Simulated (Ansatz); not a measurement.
**AlNi3 (Fm-3m)**

These are results of Ansatz, DFT PBE, scalar-relativistic, plane waves, PAW, not measurements.

Settings: cutoff 420 eV, Γ-centred mesh 14×14×14 on the computed 4-atom cell, Gaussian smearing of 0.10 eV; no spin polarisation.

The structure is relaxed at this level of theory with its symmetry kept, and needn't be the ground state of this composition.

Space group Fm-3m (No. 225). a = 5.672 Å, b = 5.672 Å, c = 5.672 Å, α = 90.00°, β = 90.00°, γ = 90.00°
```json
{"atom": "Al", "site": "4b", "symmetry": "m-3m", "x": "0.5000", "y": "0.0000", "z": "0.0000"}
{"atom": "Ni", "site": "8c", "symmetry": "-43m", "x": "0.2500", "y": "0.7500", "z": "0.7500"}
{"atom": "Ni", "site": "4a", "symmetry": "m-3m", "x": "0.0000", "y": "0.0000", "z": "0.0000"}
```

Task: Formation energy from the elements' standard states (uncorrected)?

Result: -0.373 eV/atom.

Task: Kohn–Sham band gap?

Result: none (metal).

Task: Density of states at the Fermi level?

Result: 2.7 states/eV per cell.

Task: Orbital (Löwdin) character within 0.5 eV of the Fermi level?

Result: Ni 3d 92 %.

Task: Bader charge by site (e)?

Result: Al (1 in the cell) 1.76, Ni (2 in the cell) -0.78, Ni (1 in the cell) -0.20.

A magnetic start lost its moments in a first run, so spin was left out; other magnetic orders weren't tried.

Another cell of AlNi3 relaxed alike, in Pm-3m, lies 58 meV/atom lower, so this cell isn't the stable form at this level.

It was relaxed from a Materials Project cell. Löwdin shares on free-atom orbitals overweight diffuse shells.
